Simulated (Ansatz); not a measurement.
**KBr: how the settings move a single-point run**

Aim: see which settings change the result for KBr, by how much, and at what cost.

Method: reference: DFT, PBEsol, plane waves, PAW, in Ansatz 0.2.0.

3 further runs of the same task are left out: 3 that didn't finish.

### 1 Starting point

The structure is cubic, space group Fm-3m (No. 225). Conventional cell: a = 6.605 Å, b = 6.605 Å, c = 6.605 Å, α = 90.00°, β = 90.00°, γ = 90.00°. K (site symmetry m-3m) is surrounded by 6 Br at 3.30 Å. Br (site symmetry m-3m) has 6 K at 3.30 Å as nearest neighbours.

Structure file:

```xyz
2
Lattice="0.0000 3.3024 3.3024 3.3024 0.0000 3.3024 3.3024 3.3024 0.0000" Properties=species:S:1:pos:R:3 pbc="T T T"
K     0.0000    0.0000    0.0000
Br    3.3024    3.3024    3.3024
```

### 2 Reference

input.yaml reads:

```yaml
crystal:
  lattice:
    - [0.0, 3.3024386828, 3.3024386828]
    - [3.3024386828, 0.0, 3.3024386828]
    - [3.3024386828, 3.3024386828, 0.0]
  atoms:
    - { symbol: K, position: [0.0, 0.0, 0.0] }
    - { symbol: Br, position: [0.5, 0.5, 0.5] }
kpoints:
  mp_grid: { grid: [4, 4, 4] }
hamiltonian:
  xc: pbesol
scf:
  occupations: { method: fixed }
  n_extra_bands: 4
output:
  forces: true
  stress: true
  eigenvalues: true
```

Command:

```console
$ ansatz run input.yaml --threads 4 --pin off --max-ram 3686MiB --backend cpu --events-out ev --progress --plain --runs-dir out
```

### 3 Variant: exchange pbe, correlation pbe, coeff 0.4, omega 0.2078

Changes to input.yaml since step 2:

```diff
@@ -11,3 +11,6 @@
 hamiltonian:
-  xc: pbesol
+  xc:
+    exchange: pbe
+    correlation: pbe
+    exx: { coeff: 0.4, omega: 0.2078 }
 scf:
```

### 4 Changing settings: exchange pbe, correlation pbe, coeff 1.0, omega 0.2078

Changes to input.yaml since step 2:

```diff
@@ -11,3 +11,6 @@
 hamiltonian:
-  xc: pbesol
+  xc:
+    exchange: pbe
+    correlation: pbe
+    exx: { coeff: 1.0, omega: 0.2078 }
 scf:
```

### 5 Changed: exchange pbe, correlation pbe, coeff 0.05, omega 0.1

Changes to input.yaml since step 2:

```diff
@@ -11,3 +11,3 @@
 hamiltonian:
-  xc: pbesol
+  xc: { exchange: pbe, correlation: pbe, exx: { coeff: 0.05, omega: 0.1 } }
 scf:
```

What does the calculation give? Wanted: for each run, ending; energy change; pressure; gap; force.

**Answer**, as computed:

```csv
run,ending,energy change,pressure (GPa),gap (eV),force (eV/Å),cycles,time
reference,converged,-,-0.4,4.28,0.00,6,0.65 s
"1: exchange pbe, correlation pbe, coeff 0.4, omega 0.2078",converged,not comparable,0.3,6.32,0.00,13,9.6 s
"2: exchange pbe, correlation pbe, coeff 1.0, omega 0.2078",converged,not comparable,-0.4,9.32,0.00,18,11 s
"3: exchange pbe, correlation pbe, coeff 0.05, omega 0.1",converged,not comparable,0.6,4.73,0.00,9,7.8 s
```

Residual by cycle in the longest SCF loop of each run; runs are numbered as in the table. The quantity is the density residual dr2, in eV.

```csv
cycle,reference,run 1,run 2,run 3
1,0.0027,0.0107,0.0422,2.6e-4
2,2.6e-4,0.00215,0.0215,2.8e-5
3,1.2e-5,4.9e-4,0.00446,4.3e-6
4,3.8e-6,1.6e-5,5.7e-4,1.5e-7
5,6.8e-8,5.7e-6,3.2e-5,1.8e-8
6,7.2e-9,-,-,-
```

**Reading.** The totals of these runs aren't set against each other here.
